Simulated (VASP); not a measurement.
**ZrO2: O into a neighbouring O vacancy**

Wanted: the minimum-energy path in ZrO2 for this move: O into a neighbouring O vacancy. The start is a computed cell from the Materials Project.

Calculated with VASP 6.6.1; PBEsol; plane waves and PAW (Zr_sv, O).

Report form: the programs' logs are mostly left out.

## Step 1: The host crystal

Symmetry: Fm-3m, No. 225, cubic system. Conventional cell: a = 5.090 Å, b = 5.090 Å, c = 5.090 Å, α = 90.00°, β = 90.00°, γ = 90.00°. Zr has 8 O at 2.20 Å nearest. Nearest to O lie 4 Zr at 2.20 Å. Farther neighbours and most contacts between anions are not listed.

## Step 2: Relax the host

The later steps need the crystal at this functional's own lattice; a raised cutoff keeps the stress reliable while the cell changes.

Input file INCAR:

```
SYSTEM = ZrO2
PREC = Accurate
ENCUT = 520
EDIFF = 1E-06
NELM = 120
ISMEAR = 0
SIGMA = 0.1
LREAL = .FALSE.
ALGO = Normal
GGA = PS
NBANDS = 18
LASPH = .TRUE.
LORBIT = 11
LWAVE = .FALSE.
LCHARG = .FALSE.
KPAR = 6
IBRION = 2
NSW = 40
ISIF = 3
EDIFFG = -0.02
POTIM = 0.4
```

Input file POSCAR:

```
ZrO2
1.0
    0.0000000000      2.5450727058      2.5450727058
    2.5450727058      0.0000000000      2.5450727058
    2.5450727058      2.5450727058      0.0000000000
Zr O
1 2
Direct
    0.0000000000      0.0000000000      0.0000000000
    0.7500000000      0.7500000000      0.7500000000
    0.2500000000      0.2500000000      0.2500000000
```

Input file KPOINTS:

```
Automatic mesh
0
Gamma
6 6 6
0 0 0
```

Potentials, in the order of the species: Zr_sv and O (PBE family, release 64).

Command:

```
mpirun -np 6 vasp_std
```

Run time: 21 s. Hardware: 6 MPI ranks of Intel Xeon Platinum 8259CL at 2.50GHz (Skylake/Cascade Lake), shared host; peak memory 0.95 GiB; 1.7 min of CPU time.

The gap is read on the k-mesh alone, so it is an upper bound where the band edges lie off the mesh. The PAW data sets were made with PBE, which is usual practice but a small mismatch for other functionals. The run keeps the 48 symmetry operations of its start, so it cannot find a distortion of lower symmetry.

The steps of the relaxation:

```
step  energy less that of the first step (eV)  largest force (eV/Å)  pressure (GPa)  volume (Å³)
   1                                   0.0000                0.0000           -3.38        32.97
   2                                  -0.0001                0.0000            3.51        32.09
   3                                  -0.0047                0.0000            0.02        32.53
```

```
conventional cell, symmetrised  before  after  change
                         a (Å)   5.090  5.067  -0.5 %
                         b (Å)   5.090  5.067  -0.5 %
                         c (Å)   5.090  5.067  -0.5 %
              volume (Å³/atom)   10.99  10.84  -1.3 %
```

Final coordinates:

```xyz
3
Lattice="0.0000 2.5336 2.5336 2.5336 0.0000 2.5336 2.5336 2.5336 0.0000" Properties=species:S:1:pos:R:3 pbc="T T T"
Zr    0.0000    0.0000    0.0000
O     3.8004    3.8004    3.8004
O     1.2668    1.2668    1.2668
```

A gap read on the k-mesh alone can miss the band edges.

This step gave:

```
electronic cycles              : 30
electrons                      : 24
free energy (TOTEN)            : -29.93 eV
Fermi energy                   : 7.800 eV
metallic                       : no
gap on the k-mesh              : 3.317 eV
least direct gap on the k-mesh : 3.752 eV
```

The run ended after 3 ionic steps, 0.005 eV below its first step, once forces and stress met EDIFFG = -0.02.

## Step 3: Relax the start

System of this step: Zr12O23. The cell holds 35 atoms: 12 Zr and 23 O. Cell: a = 7.166 Å, b = 7.166 Å, c = 10.749 Å, α = 60.0°, β = 60.0°, γ = 60.0°. It derives from ZrO2. Nearest the centre at fractional (0.250, 0.250, 0.333): O25 at 1.26 Å, Zr5 at 1.78 Å, Zr8 at 1.81 Å, O18 at 2.82 Å, O28 at 2.83 Å, O15 at 2.83 Å, O31 at 2.84 Å, O30 at 2.84 Å. The cell carries charge +2.

A path needs two true minima; the start is relaxed with symmetry off.

This cell carries charge +2, set by NELECT and balanced by a uniform background.

Input file INCAR:

```
SYSTEM = Zr12O23
PREC = Normal
ENCUT = 400
EDIFF = 1E-05
NELM = 120
ISMEAR = 0
SIGMA = 0.05
LREAL = Auto
ALGO = Fast
GGA = PS
NELECT = 280
NBANDS = 168
LASPH = .TRUE.
LORBIT = 11
LWAVE = .FALSE.
LCHARG = .FALSE.
KPAR = 6
IBRION = 2
NSW = 60
ISIF = 2
EDIFFG = -0.05
POTIM = 0.4
MAXMIX = 40
ISYM = 0
```

Input file POSCAR:

```
Zr12O23
1.0
    0.0000000000      5.0672024918      5.0672024918
    5.0672024918      0.0000000000      5.0672024918
    7.6008037377      7.6008037377      0.0000000000
Zr O
12 23
Direct
    0.0015915508     -0.0002873319      0.0011008905
    0.0052393558     -0.0034775372      0.3322226929
    0.0029259611     -0.0014870117      0.6662451224
    0.0005545520      0.5016032974     -0.0002949139
    0.0001804247      0.4979166740      0.3327843851
   -0.0016805740      0.5005262615      0.6678915701
    0.5010515830     -0.0010194462     -0.0013778055
    0.5050844446     -0.0011109530      0.3333487746
    0.5012775829     -0.0019673998      0.6608443829
    0.5016836812      0.4991740778     -0.0005602951
    0.4928807571      0.5056288544      0.3351534342
    0.4985534321      0.5040636465      0.6693327153
    0.3730924306      0.3775685446      0.5802684649
    0.3710143831      0.3762889548      0.9160942124
    0.3730837989      0.8765283344      0.2487915418
    0.3738826410      0.8741190507      0.5841718774
    0.3762201351      0.8750462374      0.9181981715
    0.8770690756      0.3709517652      0.2505458134
    0.8729545305      0.3806548268      0.5818767847
    0.8719557465      0.3768053077      0.9154103353
    0.8734932533      0.8726300983      0.2517222938
    0.8766581298      0.8714996323      0.5827530803
    0.8727802871      0.8707120299      0.9201449995
    0.1263276201      0.1224980560      0.0856706676
    0.1285848280      0.1224155130      0.4162561611
    0.1196263899      0.1245249460      0.7526740404
    0.1258673552      0.6271928100      0.0815819886
    0.1190408042      0.6262419456      0.4163482092
    0.1233338590      0.6241391318      0.7528994268
    0.6268057828      0.1250429862      0.0833019161
    0.6235897842      0.1260359330      0.4182817014
    0.6231523071      0.1179636813      0.7540097720
    0.6225258665      0.6218483510      0.0850695888
    0.6247599270      0.6286441003      0.4151129992
    0.6289737684      0.6258369476      0.7491115644
```

Input file KPOINTS:

```
Automatic mesh
0
Gamma
2 2 2
0 0 0
```

Command:

```
mpirun -np 6 vasp_std
```

The job ended after 43 min (6 MPI ranks; peak memory 2.7 GiB; 4.2 h of CPU time).

Relaxation path (22 of 29):

```
step  energy less that of the first step (eV)  largest force (eV/Å)
   1                                   0.0000                4.4401
   2                                  -2.1801                1.2988
   4                                  -2.7470                0.7703
   5                                  -2.8687                1.0183
   6                                  -3.1125                0.7899
   8                                  -3.2616                0.6008
   9                                  -3.2681                0.6031
  10                                  -3.3389                0.3997
  12                                  -3.4043                0.3540
  13                                  -3.4424                0.3892
  14                                  -3.4873                0.3273
  16                                  -3.5221                0.1613
  17                                  -3.5221                0.1580
  18                                  -3.5297                0.1200
  20                                  -3.5343                0.0942
  21                                  -3.5345                0.0993
  22                                  -3.5376                0.0615
  24                                  -3.5382                0.0771
  25                                  -3.5402                0.0544
  26                                  -3.5404                0.0680
  28                                  -3.5413                0.0507
  29                                  -3.5418                0.0256
```

The atoms that moved most (Å):

```
atom      dx      dy      dz  length
 O23   0.279   0.265  -0.180   0.425
 O27  -0.042   0.353  -0.022   0.356
 O30   0.350  -0.049  -0.012   0.354
 O28  -0.332   0.114  -0.048   0.354
 O31   0.064  -0.326  -0.069   0.340
 O22  -0.154  -0.174   0.084   0.247
 O25   0.075   0.044   0.215   0.232
 O29   0.164  -0.146  -0.026   0.222
```

The relaxed structure:

```xyz
35
Lattice="0.0000 5.0672 5.0672 5.0672 0.0000 5.0672 7.6008 7.6008 0.0000" Properties=species:S:1:pos:R:3 pbc="T T T"
Zr    0.0241    0.0220    0.0332
Zr    2.4803    2.4797    0.0723
Zr    5.0009    5.0011    0.0955
Zr    2.5101   -0.0084    2.5179
Zr    5.1297    2.4612    2.4734
Zr    7.5642    5.0572    2.5516
Zr   -0.0087    2.5069    2.5173
Zr    2.4615    5.1305    2.4741
Zr    5.0575    7.5632    2.5519
Zr    2.4514    2.4506    5.1715
Zr    5.1198    5.1198    5.1325
Zr    7.6310    7.6303    5.0503
O     6.4456    6.4424    3.8096
O     8.7875    8.7910    3.8031
O     6.3597    3.7805    6.2935
O     8.7837    6.4219    6.2934
O    11.4521    8.7655    6.3587
O     3.7817    6.3605    6.2914
O     6.4236    8.7850    6.2934
O     8.7635   11.4491    6.3599
O     6.3558    6.3578    8.8961
O     8.6916    8.6978    8.9428
O    11.6853   11.6810    8.6548
O     1.2748    1.2720    1.3082
O     3.8588    3.8590    1.4873
O     6.2424    6.2449    1.2349
O     3.7563    1.6107    3.7943
O     6.0063    3.8816    3.7290
O     9.0497    6.2014    3.7616
O     1.6173    3.7601    3.7975
O     3.8816    6.0128    3.7294
O     6.1973    9.0454    3.7609
O     3.7736    3.7754    6.0900
O     6.2916    6.2916    6.3525
O     8.9201    8.9173    6.4249
```

Numbers from this step:

```
electronic cycles              : 299
electrons                      : 280
free energy (TOTEN)            : -369.3303 eV
Fermi energy                   : 6.847 eV
gap on the k-mesh              : 3.942 eV
least direct gap on the k-mesh : 3.942 eV
```

The run ended after 29 ionic steps, 3.542 eV below its first step, once the forces on the free atoms met EDIFFG = -0.05.

## Step 4: Relax the end

The end state is relaxed in the same way, so that both ends share their errors.

This cell carries charge +2, set by NELECT and balanced by a uniform background.

INCAR is that of step 3.

Input file POSCAR:

```
Zr12O23
1.0
    0.0000000000      5.0672024918      5.0672024918
    5.0672024918      0.0000000000      5.0672024918
    7.6008037377      7.6008037377      0.0000000000
Zr O
12 23
Direct
   -0.0054723871     -0.0005045543      0.0013439724
   -0.0050387591      0.0023210270      0.3363996628
    0.0010192485      0.0023441153      0.6654835069
   -0.0014500275      0.4986296164      0.0010028643
   -0.0016528753      0.5042811083      0.3317148360
   -0.0108834269      0.5011493409      0.6699103772
    0.5018355181     -0.0057861195      0.0054806065
    0.5019713897     -0.0052896767      0.3335688278
    0.5013615207      0.0007382655      0.6648429845
    0.5009998652      0.4983033667      0.0000646165
    0.4991601780      0.4970886411      0.3330516556
    0.4956124201      0.5000739794      0.6666344900
    0.3719133895      0.3778738619      0.5852511300
    0.3727089355      0.3763890466      0.9170866417
    0.3724304764      0.8729938362      0.2524561367
    0.3701060640      0.8757256442      0.5850423455
    0.3792177710      0.8772051034      0.9128271771
    0.8734168532      0.3681452588      0.2514766390
    0.8763113153      0.3727545861      0.5848261528
    0.8780806303      0.3746828344      0.9152220884
    0.8779957038      0.8728298700      0.2531930359
    0.8757774159      0.8739364359      0.5824835669
    0.8750694678      0.8756171672      0.9165413426
    0.1288004002      0.1189311320      0.0829827364
    0.3811734969      0.3740259244      0.2475624505
    0.1225053510      0.1238152211      0.7520871579
    0.1188218309      0.6266814289      0.0897683378
    0.1236420239      0.6202215284      0.4178008526
    0.1261812605      0.6286587694      0.7480045377
    0.6178328550      0.1323317431      0.0809772228
    0.6307136287      0.1199498769      0.4157773721
    0.6254241000      0.1317926246      0.7469146033
    0.6196478766      0.6318236064      0.0840996828
    0.6237845276      0.6212200653      0.4174149621
    0.6188182679      0.6300131038      0.7515709520
```

KPOINTS is that of step 3.

Command:

```
mpirun -np 6 vasp_std
```

Elapsed: 37 min, on 6 MPI ranks; peak memory 2.7 GiB; 3.7 h of CPU time.

Step by step (22 of 28):

```
step  energy less that of the first step (eV)  largest force (eV/Å)
   1                                   0.0000                4.8913
   2                                  -2.2705                1.5049
   4                                  -2.9075                0.7776
   5                                  -3.0710                1.0950
   6                                  -3.3381                0.8404
   7                                  -3.3514                0.7736
   9                                  -3.5051                0.5407
  10                                  -3.5768                0.3684
  11                                  -3.5853                0.6157
  13                                  -3.6757                0.4065
  14                                  -3.7222                0.3208
  15                                  -3.7343                0.3486
  16                                  -3.7541                0.1892
  18                                  -3.7623                0.1213
  19                                  -3.7629                0.1296
  20                                  -3.7669                0.1072
  22                                  -3.7705                0.0702
  23                                  -3.7712                0.0977
  24                                  -3.7734                0.0624
  25                                  -3.7736                0.0763
  27                                  -3.7745                0.0505
  28                                  -3.7750                0.0278
```

The atoms that moved most (Å):

```
atom      dx      dy      dz  length
 O35  -0.318  -0.263   0.209   0.463
 O19  -0.347   0.022   0.000   0.348
 O15   0.322  -0.088   0.086   0.345
 O18  -0.056   0.317   0.106   0.339
 O16   0.031  -0.334   0.019   0.336
 O25  -0.032  -0.073  -0.256   0.268
 O33   0.138   0.191  -0.092   0.253
 O22   0.042   0.026   0.235   0.241
```

Final coordinates:

```cif
data_structure
_symmetry_space_group_name_H-M 'P 1'
_symmetry_Int_Tables_number 1
_cell_length_a 7.1661
_cell_length_b 7.1661
_cell_length_c 10.7492
_cell_angle_alpha 60.000
_cell_angle_beta 60.000
_cell_angle_gamma 60.000
_cell_volume 390.32
loop_
_atom_site_label
_atom_site_type_symbol
_atom_site_fract_x
_atom_site_fract_y
_atom_site_fract_z
_atom_site_occupancy
Zr1 Zr 0.00028 0.00122 0.99570 1
Zr2 Zr 0.99218 0.99310 0.33140 1
Zr3 Zr 0.98840 0.98921 0.68514 1
Zr4 Zr 0.99938 0.49507 0.00505 1
Zr5 Zr 0.99120 0.51877 0.33071 1
Zr6 Zr 0.00200 0.49952 0.66849 1
Zr7 Zr 0.49408 0.00057 0.00496 1
Zr8 Zr 0.51779 0.99213 0.33079 1
Zr9 Zr 0.49865 0.00261 0.66843 1
Zr10 Zr 0.48907 0.49019 0.01572 1
Zr11 Zr 0.49163 0.49232 0.34581 1
Zr12 Zr 0.49553 0.49610 0.66650 1
O13 O 0.36976 0.37006 0.58592 1
O14 O 0.37627 0.37788 0.92734 1
O15 O 0.34038 0.92200 0.26221 1
O16 O 0.33588 0.91368 0.56386 1
O17 O 0.40861 0.84757 0.91146 1
O18 O 0.92065 0.34181 0.26172 1
O19 O 0.91279 0.33634 0.56347 1
O20 O 0.84650 0.40967 0.91196 1
O21 O 0.87163 0.87275 0.25757 1
O22 O 0.89740 0.89878 0.57146 1
O23 O 0.86487 0.86530 0.91665 1
O24 O 0.12281 0.12326 0.07032 1
O25 O 0.35190 0.35278 0.25753 1
O26 O 0.12295 0.12456 0.76127 1
O27 O 0.11084 0.64572 0.08104 1
O28 O 0.13225 0.62427 0.41420 1
O29 O 0.13637 0.60712 0.75562 1
O30 O 0.64462 0.11171 0.08085 1
O31 O 0.62343 0.13334 0.41397 1
O32 O 0.60630 0.13715 0.75603 1
O33 O 0.61571 0.61759 0.11179 1
O34 O 0.62081 0.62171 0.41632 1
O35 O 0.64493 0.64511 0.69961 1
```

Numbers from this step:

```
electronic cycles              : 276
free energy (TOTEN)            : -369.3305 eV
Fermi energy                   : 6.862 eV
gap on the k-mesh              : 3.944 eV
least direct gap on the k-mesh : 3.944 eV
```

The run ended after 28 ionic steps, 3.775 eV below its first step, once the forces on the free atoms met EDIFFG = -0.05.

(Continued in part 2 of 2.)

[Lines on the potential files, build, host, timing and source positions are cut from VASP's logs without a mark.]

[Logs are printed without paths, hosts, clocks, repeated set-up lines and the standing remarks that a program may print on its own settings, such as how far it seeks lower states.]

[Hosts, paths, dates, database ids (printed as entryN), source tags and the programs' standing remarks are cut or masked in the printed files.]

[Runs that stopped without an error message from VASP are left out.]
